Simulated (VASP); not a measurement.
# MoS2 in VASP: relaxation of cell and atoms with PBEsol

Aim: the relaxation of cell and atoms of MoS2 with PBEsol.

Everything below comes from runs of VASP 6.6.1. Logs are shortened: lines on timing, memory, paths and dates and some standing lists are left out, and cuts for length are marked.

### 1 The structure

The cell holds a sheet with vacuum, 3 atoms: a = 3.170 Å, b = 3.170 Å, c = 19.120 Å, α = 90.00°, β = 90.00°, γ = 120.00°.

The cell was built by a generator and needn't be a form met in nature.

### 2 Relaxation of cell and atoms, PBEsol

INCAR

```
ALGO     = Fast           # electronic algorithm
EDIFF    = 1E-7           # SCF threshold, eV
EDIFFG   = -0.005         # ionic threshold
ENCUT    = 600            # plane-wave cutoff, eV
GGA      = PS             # functional
IBRION   = 2              # ionic algorithm
ISIF     = 3              # what is computed and relaxed
ISMEAR   = 0              # smearing method
KPAR     = 2            
LASPH    = T              # aspherical terms in the spheres
LATTICE_CONSTRAINTS= .TRUE. .TRUE. .FALSE.
LCHARG   = F              # write CHGCAR
LREAL    = F              # projectors in reciprocal space
LWAVE    = F              # write WAVECAR
NELM     = 120            # most SCF steps
NSW      = 60             # ionic steps
PREC     = Accurate       # precision mode
SIGMA    = 0.03           # smearing width, eV
```

KPOINTS

```
k-points
0
Gamma
  12 12 1
```

POSCAR

```
MoS2
1.0
    3.1700000000      0.0000000000      0.0000000000
   -1.5850000000      2.7453005300      0.0000000000
    0.0000000000      0.0000000000     19.1200000000
S Mo
2 1
Direct
    0.6666670000      0.3333330000      0.4184100400
    0.6666670000      0.3333330000      0.5815899600
    0.3333330000      0.6666670000      0.5000000000
```

Potentials or basis: VASP PAW PBE potentials, release 64 (S, Mo_sv).

Command:

```bash
> cat potpaw_PBE.64/S/POTCAR potpaw_PBE.64/Mo_sv/POTCAR > POTCAR
> mpirun -np 2 vasp_std > vasp.out
```

OUTCAR:

```text
EDIFF = 1E-7
   EDIFFG = -0.005
   ENCUT = 600
   GGA = PS
   IBRION = 2
   ISIF = 3
   ISMEAR = 0
   LASPH = T
   LREAL = F
   NELM = 120
   NSW = 60
   PREC = Accurate

 ion  position               nearest neighbor table
   1  0.667  0.333  0.418-   3 2.40   3 2.40   3 2.40
   2  0.667  0.333  0.582-   3 2.40   3 2.40   3 2.40
   3  0.333  0.667  0.500-   1 2.40   2 2.40   1 2.40   2 2.40   1 2.40   2 2.40

  LATTYP: Found a hexagonal cell.
 ALAT       =     3.1700000000
 C/A-ratio  =     6.0315457413

  Lattice vectors:

 A1 = (   3.1700000000,   0.0000000000,   0.0000000000)
 A2 = (  -1.5850000000,   2.7453005300,   0.0000000000)
 A3 = (   0.0000000000,   0.0000000000,  19.1200000000)

Analysis of symmetry for initial positions (statically):
=====================================================================
 Subroutine PRICEL returns:
 Original cell was already a primitive cell.

 Routine SETGRP: Setting up the symmetry group for a
 hexagonal supercell.

 Subroutine GETGRP returns: Found 12 space group operations
 (whereof 12 operations were pure point group operations)
 out of a pool of 24 trial point group operations.

The static configuration has the point symmetry D_3h.

Analysis of symmetry for dynamics (positions and initial velocities):
=====================================================================
 Subroutine PRICEL returns:
 Original cell was already a primitive cell.

 Routine SETGRP: Setting up the symmetry group for a
 hexagonal supercell.

 Subroutine GETGRP returns: Found 12 space group operations
 (whereof 12 operations were pure point group operations)
 out of a pool of 24 trial point group operations.

The dynamic configuration has the point symmetry D_3h.

 Subroutine INISYM returns: Found 12 space group operations
 (whereof 12 operations are pure point group operations),
 and found     1 'primitive' translations

----------------------------------------------------------------------------------------

                                     Primitive cell

  volume of cell :     166.3938

  direct lattice vectors                    reciprocal lattice vectors
     3.170000000  0.000000000  0.000000000     0.315457413  0.182129422  0.000000000
    -1.585000000  2.745300530  0.000000000     0.000000000  0.364258845  0.000000000
     0.000000000  0.000000000 19.120000000     0.000000000  0.000000000  0.052301255

  length of vectors
     3.170000000  3.170000000 19.120000000     0.364258845  0.364258845  0.052301255

  position of ions in fractional coordinates (direct lattice)
     0.666667000  0.333333000  0.418410040
     0.666667000  0.333333000  0.581589960
     0.333333000  0.666667000  0.500000000

  ion indices of the primitive-cell ions
   primitive index   ion index
                 1           1
                 2           2
                 3           3

----------------------------------------------------------------------------------------

 KPOINTS: k-points

Automatic generation of k-mesh.
 Grid dimensions read from file:
 generate k-points for:   12   12    1

 Generating k-lattice:

  Cartesian coordinates                     Fractional coordinates (reciprocal lattice)
     0.026288118  0.015177452  0.000000000     0.083333333  0.000000000  0.000000000
     0.000000000  0.030354904  0.000000000     0.000000000  0.083333333  0.000000000
     0.000000000  0.000000000  0.052301255     0.000000000  0.000000000  1.000000000

  Length of vectors
     0.030354904  0.030354904  0.052301255

  Shift w.r.t. Gamma in fractional coordinates (k-lattice)
     0.000000000  0.000000000  0.000000000

 Subroutine IBZKPT returns following result:
 ===========================================

 Found     19 irreducible k-points:

 Following reciprocal coordinates:
            Coordinates               Weight
  0.000000  0.000000  0.000000      1.000000
  0.083333  0.000000  0.000000      6.000000
  0.166667 -0.000000  0.000000      6.000000
  0.250000 -0.000000  0.000000      6.000000
  0.333333 -0.000000  0.000000      6.000000
  0.416667 -0.000000  0.000000      6.000000
[... 11 lines left out ...]
  0.333333  0.250000  0.000000     12.000000
  0.333333  0.333333  0.000000      2.000000
   k-points           NKPTS =     19   k-points in BZ     NKDIM =     19   number of bands    NBANDS=     17
   number of dos      NEDOS =    301   number of ions     NIONS =      3
   total plane-waves  NPLWV = 125440
   dimension x,y,z NGX =    28 NGY =   28 NGZ =  160
   dimension x,y,z NGXF=    56 NGYF=   56 NGZF=  320
   ions per type =               2   1
   NGX,Y,Z   is equivalent  to a cutoff of  14.68, 14.68, 13.91 a.u.
   NGXF,Y,Z  is equivalent  to a cutoff of  29.37, 29.37, 27.82 a.u.
 SYSTEM =  unknown system
   PREC   = accura    normal or accurate (medium, high low for compatibility)
   ISTART =      0    job   : 0-new  1-cont  2-samecut
   ICHARG =      2    charge: 1-file 2-atom 10-const
   ISPIN  =      1    spin polarized calculation?
   LNONCOLLINEAR =      F non collinear calculations
   LSORBIT =      F    spin-orbit coupling
   LASPH  =      T    aspherical Exc in radial PAW
   ENCUT  =  600.0 eV  44.10 Ry    6.64 a.u.   6.33  6.33 38.19*2*pi/ulx,y,z
   NELM   =    120;   NELMIN=  2; NELMDL= -5     # of ELM steps
   EDIFF  = 0.1E-06   stopping-criterion for ELM
   LREAL  =      F    real-space projection
   EDIFFG = -.5E-02   stopping-criterion for IOM
   NSW    =     60    number of steps for IOM
   IBRION =      2    ionic relax: 0-MD 1-quasi-New 2-CG
   NFREE  =      1    steps in history (QN), initial steepest desc. (CG)
   ISIF   =      3    stress and relaxation
   ISYM   =      2    0-nonsym 1-usesym 2-fastsym
   POTIM  = 0.5000    time-step for ionic-motion
   TEBEG  =    0.0;   TEEND  =   0.0 temperature during run
   PSTRESS=    0.0 pullay stress
   NELECT =      26.0000    total number of electrons
   NUPDOWN=      -1.0000    fix difference up-down
   EMIN   =  10.00;   EMAX   =-10.00  energy-range for DOS
   EFERMI =   0.00;   METHOD = LEGACY
   ISMEAR =     0;   SIGMA  =   0.03  broadening in eV -4-tet -1-fermi 0-gaus
   EFERMI_NEDOS =   21; number of points for ismear=-14 and -15
   IALGO  =     68    algorithm
   IMIX   =      4    mixing-type and parameters
     AMIX     =   0.40;   BMIX     =  1.00
     AMIX_MAG =   1.60;   BMIX_MAG =  1.00
  volume/ion in A,a.u.               =      55.46       374.29
  Fermi-wavevector in a.u.,A,eV,Ry     =   0.881767  1.666297 10.578695  0.777512
  Thomas-Fermi vector in A             =   2.002307
   LORBIT       =      0    0 simple, 1 ext, 2 COOP (PROOUT), +10 PAW based schemes
   GGA     = PS    functional components
   LHFCALC =     F    Hartree Fock is set to
   AEXX    =    0.0000 exact exchange contribution
   IVDW    =     0    specifies the selected vdW correction
   LEPSILON=     F    determine dielectric tensor
   LRPA    =     F    only Hartree local field effects (RPA)
 conjugate gradient relaxation of ions
 non-spin polarized calculation
 RMM-DIIS sequential band-by-band and
 Gauss-broadening in eV      SIGMA  =   0.03
  energy-cutoff  :      600.00
  volume of cell :      166.39
 maximum number of plane-waves:      5587
 NGX is ok and might be reduce to    28
   NGX = 13   NGY = 13   NGZ = 77

--------------------------------------- Ionic step        1  -------------------------------------------

 number of electron      25.9999999 magnetization

 Free energy of the ion-electron system (eV)
  ---------------------------------------------------
  ext. energy  EPLUGINS =         0.00000000
  ---------------------------------------------------
  free energy    TOTEN  =       -23.41568575 eV

  energy without entropy =      -23.41568575  energy(sigma->0) =      -23.41568575

------------------------ aborting loop because EDIFF is reached ----------------------------------------

  FORCE on cell =-STRESS in cart. coord.  units (eV):
  Direction    XX          YY          ZZ          XY          YZ          ZX
  --------------------------------------------------------------------------------------
  -------------------------------------------------------------------------------------
  Total       -1.0944337     -1.0944337     -0.7121193     -0.0000000     -0.0000000     -0.0000000
  in kB      -10.5381169    -10.5381169     -6.8568764     -0.0000000     -0.0000000     -0.0000000
  external PRESSURE =      -9.3110367 kB  Pullay stress =       0.0000000 kB
[... 92 lines left out ...]
  FREE ENERGIE OF THE ION-ELECTRON SYSTEM (eV)
  ---------------------------------------------------
  free  energy   TOTEN  =       -23.4261538699 eV

  energy  without entropy=      -23.4261538699  energy(sigma->0) =      -23.42615387

[... ionic steps 4 to 7 ...]

--------------------------------------- Ionic step        8  -------------------------------------------

 number of electron      25.9999999 magnetization

------------------------ aborting loop because EDIFF is reached ----------------------------------------

  FORCE on cell =-STRESS in cart. coord.  units (eV):
  Direction    XX          YY          ZZ          XY          YZ          ZX
  --------------------------------------------------------------------------------------
  -------------------------------------------------------------------------------------
  Total        0.0182515      0.0182515     -0.0078092      0.0000000      0.0000000      0.0000000
  in kB        0.1791194      0.1791194     -0.0766395      0.0000000      0.0000000      0.0000000
  external PRESSURE =       0.0938665 kB  Pullay stress =       0.0000000 kB
[... 59 lines left out ...]
  energy  without entropy=      -23.4263547854  energy(sigma->0) =      -23.42635479

--------------------------------------- Ionic step       10  -------------------------------------------

 number of electron      25.9999999 magnetization

 Free energy of the ion-electron system (eV)
  ---------------------------------------------------
  ext. energy  EPLUGINS =         0.00000000
  ---------------------------------------------------
  free energy    TOTEN  =       -23.42635816 eV

  energy without entropy =      -23.42635816  energy(sigma->0) =      -23.42635816

 E-fermi :  -1.4885     XC(G=0):  -4.0461

 val. band max:       -1.7819190419   @ k =   0.3333   0.3333   0.0000
 cond. band min:       0.0303392167   @ k =   0.3333   0.3333   0.0000
 fundamental gap:      1.8122582586
 Fermi energy:        -1.4884991395

 k-point     1 :       0.0000    0.0000    0.0000
  band No.  band energies     occupation
      1     -62.4799      2.00000
      2     -36.6927      2.00000
      3     -36.4284      2.00000
      4     -36.4284      2.00000
      5     -16.0031      2.00000
      6     -14.6427      2.00000
[... 9 lines left out ...]
     16       1.3913      0.00000
     17       1.3913      0.00000
[... 388 lines left out ...]
  FREE ENERGIE OF THE ION-ELECTRON SYSTEM (eV)
  ---------------------------------------------------
  free  energy   TOTEN  =       -23.4263581569 eV

  energy  without entropy=      -23.4263581569  energy(sigma->0) =      -23.42635816

 reached required accuracy - stopping structural energy minimisation
```

It took 3 min on 2 MPI ranks of Intel Xeon 6975P-C (Granite Rapids), shared host; peak memory 0.4 GiB.

Results:

```
Free energy                            : -23.4264 eV
Relaxed volume                         : 54.43 Å³/atom
Relaxed cell                           : a = 3.140 Å, b = 3.140 Å, c = 19.120 Å, α = 90.00°, β = 90.00°, γ = 120.00°
Space group after relaxing (to 0.05 Å) : P-6m2 (No. 187)
Energy gained by relaxing              : 3.6 meV/atom
Ionic steps                            : 10
Band gap on the k mesh                 : 1.81 eV, direct
```

The path:
```tsv
step	energy change (eV)	largest force (eV/Å)	pressure (GPa)	volume (Å³)
1	0.0000	0.2211	-0.93	166.39
2	0.0027	0.3680	1.17	160.59
3	-0.0105	0.0493	0.02	163.62
4	-0.0105	0.0546	0.04	163.56
5	-0.0106	0.0244	0.02	163.38
6	-0.0107	0.0060	0.01	163.27
7	-0.0107	0.0053	0.01	163.27
8	-0.0107	0.0031	0.01	163.25
9	-0.0107	0.0057	-0.02	163.35
10	-0.0107	0.0011	-0.01	163.30
```

Final structure:
```
S Mo
1.0
     3.14041    0.00000    0.00000
    -1.57020    2.71967    0.00000
     0.00000    0.00000   19.12000
S Mo
2 1
Direct
  0.66667 0.33333 0.41849
  0.66667 0.33333 0.58151
  0.33333 0.66667 0.50000
```

Levels at points of the mesh, in eV from the valence-band top:
```csv
k point,band 10,band 11,band 12,band 13,band 14,band 15,band 16,band 17
"(0.00, 0.00, 0.00)",-1.86,-1.46,-1.46,-0.08,2.90,2.90,3.17,3.17
"(0.50, 0.00, 0.00)",-3.20,-1.93,-0.88,-0.66,2.41,2.92,3.97,4.49
```

Caveat: the PAW data sets were made with another functional, which shifts forces and pressure a little. A hybrid or GW would open this gap; PBEsol tends to underestimate it.
